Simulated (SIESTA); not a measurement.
## Sn under changes of volume

One of the cells (27.650 Å³/atom); the others are scaled copies at fixed shape and fractional positions:

```
CELL_PARAMETERS angstrom
-2.94014 2.94014 1.59930
2.94014 -2.94014 1.59930
2.94014 2.94014 -1.59930
ATOMIC_POSITIONS crystal
Sn 0.00000 0.00000 0.00000
Sn 0.75000 0.25000 0.50000
```

* Program: SIESTA 5.4.2
* Functional: LDA
* Potentials or basis: PseudoDojo 0.4 standard (LDA files)
* Basis: DZP (energy shift 0.003 Ry; two zetas on semicore shells)
* Grid cutoff: 500 Ry
* Energy shift: 0.003 Ry
* k mesh: 9 × 9 × 9
* Occupations: fermi-dirac, width 0.05 eV
* Spin: no spin polarisation

```tsv
volume (Å³/atom)	energy over the lowest point (meV/atom)	pressure (GPa)
25.991	2.55	1.4
26.544	0.00	0.1
27.097	1.61	-1.0
27.650	6.96	-2.1
28.203	15.64	-3.0
28.756	?	?
29.309	41.54	-4.5
```

Q: What does the run at 28.756 Å³/atom give?

A: Energy over the lowest point 27.26 meV/atom; pressure -3.8 GPa.

Worked out: A Birch-Murnaghan fit of order 3 (a polynomial in V^(-2/3)) to the other rows has its minimum at 26.60 Å³/atom with B0 = V·E''(V) = 58 GPa and B' = 4.5 at fixed shape and positions, which overstates the stiffness. It gives 27.27 meV/atom at 28.756 Å³/atom, against the run's 27.26, and -dE/dV = -3.8 GPa, against -3.8.

Energies are extrapolated to zero smearing.

Caveats: the basis of atomic orbitals isn't converged, which shifts pressures, moduli and gaps.
